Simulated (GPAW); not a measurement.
# Au (Fm-3m) in GPAW: a series of runs, part 3 of 3

GPAW 26.7.0. Earlier steps stand in the parts before.

**6. Equation of state, PBEsol+D3(BJ)**

Contents of run.py:

```python
from ase.calculators.mixing import SumCalculator
from ase.eos import EquationOfState
from ase.io import Trajectory
from ase.spacegroup import crystal
from ase.units import GPa
from dftd3.ase import DFTD3
from gpaw import GPAW, PW, setup_paths

setup_paths.insert(0, '.')

# Au 4a
atoms = crystal(['Au'],
                basis=[[0.0, 0.0, 0.0]],
                spacegroup=225, setting=1,  # Fm-3m
                cellpar=[4.07, 4.07, 4.07, 90.0, 90.0, 90.0],
                primitive_cell=True)

traj = Trajectory('eos.traj', 'w')
volumes, energies = [], []
for x in [0.94, 0.96, 0.98, 1.0, 1.02, 1.04, 1.06]:
    a = atoms.copy()
    a.set_cell(atoms.cell * x**(1 / 3), scale_atoms=True)
    calc = GPAW(mode=PW(600),
                xc='PBEsol',
                kpts={'size': (11, 11, 11), 'gamma': True},
                occupations={'name': 'fermi-dirac', 'width': 0.05},
                nbands=14,
                convergence={'density': 1e-05, 'energy': 1e-05},
                maxiter=150,
                txt=f'eos-{x:.2f}.txt')
    a.calc = SumCalculator([calc, DFTD3(method='pbesol', damping='d3bj')])
    energies.append(a.get_potential_energy())
    volumes.append(a.get_volume())
    p = -a.get_stress()[:3].mean() / GPa
    calc.write(f'eos-{x:.2f}.gpw')
    traj.write(a)
    print(f'{x:.2f} {volumes[-1]:10.4f} A^3 {energies[-1]:14.6f} eV {p:9.3f} GPa', flush=True)

v0, e0, B = EquationOfState(volumes, energies, eos='birchmurnaghan').fit()
print(f'V0 = {v0:.4f} A^3, E0 = {e0:.6f} eV, B0 = {B / GPa:.2f} GPa')
```

Potentials or basis: PAW data sets generated in the run's folder for this functional, pw.

On the command line:

```sh
> gpaw-setup -f PBEsol Au
> OMP_NUM_THREADS=1 python run.py
```

What it wrote:

```text
__  _  _
 | _ |_)|_||  |
 |__||  | ||/\| - 26.7.0

Input parameters:
  mode=PW(ecut=600.0),
  convergence={'density': 1e-05, 'energy': 1e-05},
  kpts=MonkhorstPack(size=(11, 11, 11), gamma=True),
  maxiter=150,
  nbands=14,
  occupations=Occupations(name='fermi-dirac', width=0.05),
  xc=XC(name='PBEsol')

Diagonalizing LCAO Hamiltonian
Converting LCAO to pw mode

       Au

Atoms  # Å, Bohr magnetons
|   | symbol |        x |        y |        z |    initial magnetic moments |
|---|--------|----------|----------|----------|-----------------------------|
| 0 |     Au | 0.000000 | 0.000000 | 0.000000 | ( 0.0000,  0.0000,  0.0000) |

Unit cell  # Å
| periodic |        x |        y |        z |  lengths |    angles |
|----------|----------|----------|----------|----------|-----------|
|      yes | 0.000000 | 1.993458 | 1.993458 | 2.819175 | 60.000000 |
|      yes | 1.993458 | 0.000000 | 1.993458 | 2.819175 | 60.000000 |
|      yes | 1.993458 | 1.993458 | 0.000000 | 2.819175 | 60.000000 |

Number of symmetries: 48
Symmetry operations  # r_c * U_cc + t_c -> r_c
|    | kind |            matrix            |
|----|------|------------------------------|
|  0 |  σ   |  1, 0, 0,  1, 0,-1,  1,-1, 0 |
|  1 |  C2  |  1, 0, 0,  1,-1, 0,  1, 0,-1 |
|  2 |  E   |  1, 0, 0,  0, 1, 0,  0, 0, 1 |
|  3 |  σ   |  1, 0, 0,  0, 0, 1,  0, 1, 0 |
|  4 |  C4  |  1, 0,-1,  1, 0, 0,  1,-1, 0 |
|  5 |  S6  |  1, 0,-1,  1,-1, 0,  1, 0, 0 |
|  6 |  σ   |  1, 0,-1,  0, 1,-1,  0, 0,-1 |
|  7 |  C3  |  1, 0,-1,  0, 0,-1,  0, 1,-1 |
|  8 |  S6  |  1,-1, 0,  1, 0, 0,  1, 0,-1 |
|  9 |  C4  |  1,-1, 0,  1, 0,-1,  1, 0, 0 |
| 10 |  C3  |  1,-1, 0,  0,-1, 1,  0,-1, 0 |
[... 112 lines left out ...]
eigensolver:
[... 26 lines left out ...]
convergence criteria:
- Maximum integral of absolute [dens]ity change: 1e-05 electrons / valence electron
- Maximum [total energy] change in last 3 cyles: 1e-05 eV / valence electron
- Maximum integral of absolute [eigenst]ate change: 4e-08 eV^2 / valence electron
maximum number of iterations: 150

SCF iterations
|iter     | |      energy | eigst |  dens |
|---------|-|-------------|-------|-------|
|iter:   1| |   -4.093555 | -0.35 |       |
|iter:   2| |   -4.028142 | -2.82 | -1.07 |
|iter:   3| |   -3.767011 | -2.21 | -1.12 |
|iter:   4| |   -3.763626 | -4.16 | -2.09 |
|iter:   5| |   -3.762415 | -4.11 | -2.37 |
|iter:   6| |   -3.762412 | -7.16 | -3.76 |
|iter:   7| |   -3.762411c| -7.33 | -4.07 |
|iter:   8| |   -3.762411c| -8.98c| -5.27c|

Converged in 8 steps
Energy contributions relative to reference atoms: (reference = -516455.655722)

Energy contributions:
  Kinetic:          -1.451951
  Coulomb:           1.085005
  Zero:              0.164133
  External:          0.000000
  Xc:               -3.558292
  Entropy:          -0.002612
  Spinorbit:         0.000000
  ----------------------------
  Free energy:      -3.763717
  Extrapolated:     -3.762411

dipole moment: (-13.673413, -13.673413, -13.673413)  # |e|*Ang

Fermi level: 11.038
Eigenvalues  # (at kpt = [0.000, 0.000, 0.000])
| band index |      eig [eV] | occ [0-2] |
|------------|---------------|-----------|
|          0 |         0.374 |     2.000 |
|          1 |         5.982 |     2.000 |
|          2 |         5.982 |     2.000 |
|          3 |         5.982 |     2.000 |
|          4 |         7.713 |     2.000 |
|          5 |         7.713 |     2.000 |
|          6 |        26.954 |     0.000 |
|          7 |        31.161 |     0.000 |
|          8 |        31.161 |     0.000 |
|          9 |        31.161 |     0.000 |
|         10 |        35.184 |     0.000 |
|         11 |        40.318 |     0.000 |
|         12 |        40.318 |     0.000 |
|         13 |        40.318 |     0.000 |

No gap
No difference between direct/indirect transitions

Stress tensor  # eV/Ang^3
|         x |         y |         z |
|-----------|-----------|-----------|
| -0.121051 | -0.000000 |  0.000000 |
| -0.000000 | -0.121051 |  0.000000 |
|  0.000000 |  0.000000 | -0.121051 |

# Writing to eos-0.94.gpw (mode='')
```

eos-0.98.txt:

```text
SCF iterations
|iter     | |      energy | eigst |  dens |
|---------|-|-------------|-------|-------|
|iter:   1| |   -4.154410 | -0.40 |       |
|iter:   2| |   -4.086454 | -2.87 | -1.07 |
|iter:   3| |   -3.825685 | -2.19 | -1.12 |
|iter:   4| |   -3.822723 | -4.27 | -2.07 |
|iter:   5| |   -3.821685 | -4.21 | -2.36 |
[... 35 lines left out ...]
|         10 |        34.094 |     0.000 |
|         11 |        38.752 |     0.000 |
|         12 |        38.752 |     0.000 |
|         13 |        38.752 |     0.000 |

No gap
No difference between direct/indirect transitions

Stress tensor  # eV/Ang^3
|         x |         y |         z |
|-----------|-----------|-----------|
| -0.055842 | -0.000000 |  0.000000 |
| -0.000000 | -0.055842 |  0.000000 |
|  0.000000 |  0.000000 | -0.055842 |

# Writing to eos-0.98.gpw (mode='')
```

Run time: 35 s. Hardware: 1 thread of AMD EPYC 9R45 (Zen 5), shared host; peak memory 0.19 GiB.

What came out:

* Equilibrium volume: 16.73 Å³/atom
* Bulk modulus: 197 GPa
* Pressure derivative of the bulk modulus: 5.8

Energy against volume, from the lowest point:
```tsv
volume (Å³/atom)	energy (meV/atom)
15.843	31.79
16.181	11.21
16.518	1.06
16.855	0.00
17.192	6.87
17.529	20.65
17.866	40.44
```

Caveat: with this Au data set, volumes or pressures lay over 1.5 % or 2 GPa off other programs in two to four cells of ten. The run has no spin-orbit coupling, so splittings on Au are missing.

**7. Overview**

| task | level | potentials or basis | spin | band path | band points | data set | spin axis theta (degrees) | spin axis phi (degrees) | pressure (GPa) |
| --- | --- | --- | --- | --- | --- | --- | --- | --- | --- |
| band structure | PBE | JTH PAW 2.0, PBE, pw | off | GXWKGLUWLK,UX | 80 | Au jth | - | - | 10.6 |
| band structure | LDA | PAW data sets generated in the run's folder for this functional, pw | off | GXWKGLUWLK,UX | 60 | - | - | - | 0.3 |
| band structure | PBEint | PAW data sets generated in the run's folder for this functional, pw | SOC, no magnetisation | GXWKGLUWLK,UX | 80 | - | 54.7 | 45 | 6.0 |
| equation of state | PBE | GPAW PAW data sets (gpaw-data 1.2.1), pw | off | - | - | - | - | - | - |
| equation of state | PBEsol+D3(BJ) | PAW data sets generated in the run's folder for this functional, pw | off | - | - | - | - | - | - |

Alike in all rows: cell as given; k mesh 11 × 11 × 11; cutoff (eV) 600; smearing fermi-dirac 0.05 eV.

Caveats: with this Au data set, volumes or pressures lay over 1.5 % or 2 GPa off other programs in two to four cells of ten (some runs); spin-orbit coupling is left out, which moves the levels of the heavy elements (some runs); the program truncates these outside data sets (some runs); spin-orbit coupling was added after a scalar SCF, so levels and gaps hold it while energy, forces, pressure and moments don't (some runs); this program's spin-orbit splittings come out too wide for heavy elements (some runs); the minimum lies outside the volumes run (some runs).

Total energies depend on the potentials used, so only differences within one code and one set of settings carry meaning.

**8. Against experiment**

Step 6. Measured bulk modulus of Au: 167 GPa (quoted in “Exploring toroidal anvil profiles for larger sample volumes above 4 Mbar”, 2024, pmc:11102561). This calculation gives 197 GPa (+17.8 %). The fit is for a static lattice scaled at fixed shape and fixed fractional positions.
